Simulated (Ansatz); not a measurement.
BP: equation of state with PBE

**What was measured.**

From “Equation of state of single-crystal cubic boron phosphide”, 2014, arxiv:1407.1677, for a bulk crystal of BP at 300 K: bulk modulus 179 ± 1 GPa.

The system is BP.

```
P B
1.0
     0.00000    2.26900    2.26900
     2.26900    0.00000    2.26900
     2.26900    2.26900    0.00000
P B
1 1
Direct
  0.75000 0.75000 0.75000
  0.00000 0.00000 0.00000
```

| Property | Result |
| --- | --- |
| Program | Ansatz 0.2.0 |
| Task | equation of state |
| Functional | PBE |
| Potentials or basis | all-electron LAPW, scalar-relativistic |
| Basis error allowed | 0.0005 eV/atom |
| k mesh | 10 × 10 × 10 |
| Occupations | fermi-dirac, width 0.05 eV |
| Spin | no spin polarisation |

```
Equilibrium volume                      : 11.76 Å³/atom
Bulk modulus                            : 162 GPa
Pressure derivative of the bulk modulus : 3.8
```

Energy against volume, from the lowest point:
```csv
volume (Å³/atom),energy (meV/atom)
10.981,28.77
11.214,13.49
11.448,4.08
11.682,0.00
11.915,0.77
12.149,5.94
12.383,15.12
```

All runs of the series together: 44 s on 1 thread of Arm Neoverse V2, on a shared host.

A measured bulk modulus of BP is 179 GPa (300 K; “Equation of state of single-crystal cubic boron phosphide”, 2014, arxiv:1407.1677); the calculated 162 GPa misses it by -9.6 %. 3 values of this kind are on record (173 to 179 GPa); this one was drawn at random among those near their median, those with a stated uncertainty first. The fit is for a static lattice scaled at fixed shape and fixed fractional positions.

PBE usually gives volumes a little too large and moduli too small.
